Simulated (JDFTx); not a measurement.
MgB2 under changes of volume

One of the cells (9.679 Å³/atom); the others are scaled copies at fixed shape and fractional positions:

```
Mg B
1.0
     3.08500    0.00000    0.00000
    -1.54250    2.67169    0.00000
     0.00000    0.00000    3.52300
Mg B
1 2
Direct
  0.00000 0.00000 0.00000
  0.66667 0.33333 0.50000
  0.33333 0.66667 0.50000
```

- Program: JDFTx 1.7.0 (patched build)
- Functional: PBEsol
- Potentials or basis: PseudoDojo-SR-PBEsol-0.4.1-standard with smoothed tails
- Cutoff: 1143 eV
- Density cutoff: 9143 eV
- k mesh: 10 × 10 × 8
- Occupations: fermi-dirac, width 0.05 eV
- Spin: no spin polarisation

```csv
volume (Å³/atom),energy over the lowest point (meV/atom),pressure (GPa)
9.098,9.33,7.4
9.292,2.54,3.8
9.485,0.00,0.4
9.679,1.34,-2.7
9.873,?,?
10.066,14.27,-8.0
10.260,25.27,-10.3
```

Q: What does the run at 9.873 Å³/atom give?

A: Energy over the lowest point 6.19 meV/atom; pressure -5.4 GPa.

Worked out: A Birch-Murnaghan fit of order 3 (a polynomial in V^(-2/3)) to the other rows has its minimum at 9.51 Å³/atom with B0 = V·E''(V) = 155 GPa and B' = 3.6 at fixed shape and positions, which overstates the stiffness. It gives 6.22 meV/atom at 9.873 Å³/atom, against the run's 6.19, and -dE/dV = -5.4 GPa, against -5.4.

Energies are extrapolated to zero smearing.
